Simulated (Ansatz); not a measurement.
## Mn, alpha-Mn (A12): geometry optimisation

Method: Ansatz, DFT, LDA (PW92), plane waves (420 eV) with PAW, scalar-relativistic. (PAW data from PBE, frozen cores regenerated.)

k-point mesh 3×3×3, Fermi-Dirac smearing 0.05 eV, starting moments 3.00, -2.50 ×4, -0.60 ×12, 0.60 ×12 μB. Cell and atoms relax.

Starting structure:

```cif
data_structure
_symmetry_space_group_name_H-M 'P 1'
_symmetry_Int_Tables_number 1
_cell_length_a 7.6210
_cell_length_b 7.6210
_cell_length_c 7.6210
_cell_angle_alpha 109.471
_cell_angle_beta 109.471
_cell_angle_gamma 109.471
_cell_volume 340.74
loop_
_atom_site_label
_atom_site_type_symbol
_atom_site_fract_x
_atom_site_fract_y
_atom_site_fract_z
_atom_site_occupancy
Mn1 Mn 0.36600 0.00000 0.00000 1
Mn2 Mn 0.60900 0.32300 0.00000 1
Mn3 Mn 0.60900 0.00000 0.32300 1
Mn4 Mn 0.81100 0.63300 0.00000 1
Mn5 Mn 0.81100 0.00000 0.63300 1
Mn6 Mn 0.82200 0.18900 0.18900 1
Mn7 Mn 0.00000 0.36600 0.00000 1
Mn8 Mn 0.32300 0.60900 0.00000 1
Mn9 Mn 0.00000 0.60900 0.32300 1
Mn10 Mn 0.63300 0.81100 0.00000 1
Mn11 Mn 0.00000 0.81100 0.63300 1
Mn12 Mn 0.18900 0.82200 0.18900 1
Mn13 Mn 0.00000 0.00000 0.36600 1
Mn14 Mn 0.00000 0.32300 0.60900 1
Mn15 Mn 0.32300 0.00000 0.60900 1
Mn16 Mn 0.00000 0.63300 0.81100 1
Mn17 Mn 0.63300 0.00000 0.81100 1
Mn18 Mn 0.18900 0.18900 0.82200 1
Mn19 Mn 0.00000 0.00000 0.00000 1
Mn20 Mn 0.63400 0.63400 0.63400 1
Mn21 Mn 0.39100 0.39100 0.71400 1
Mn22 Mn 0.71400 0.39100 0.39100 1
Mn23 Mn 0.39100 0.71400 0.39100 1
Mn24 Mn 0.67700 0.67700 0.28600 1
Mn25 Mn 0.28600 0.67700 0.67700 1
Mn26 Mn 0.67700 0.28600 0.67700 1
Mn27 Mn 0.36700 0.36700 0.17800 1
Mn28 Mn 0.17800 0.36700 0.36700 1
Mn29 Mn 0.36700 0.17800 0.36700 1
```

Q: What cell does the relaxation end in?

A: I-43m (spin ignored) with a = 8.385 Å; 10.16 Å³ per atom against 11.75 at the start (-13.5 %).

Q: How much energy does the relaxation gain?

A: 179.4 meV per atom.

Q: Which magnetic state does it end in?

A: ferrimagnetic, largest moment 1.03 μB in the atomic sphere; moments 1.03, -0.36 ×4, 0.04 ×12, -0.01 ×12 μB.
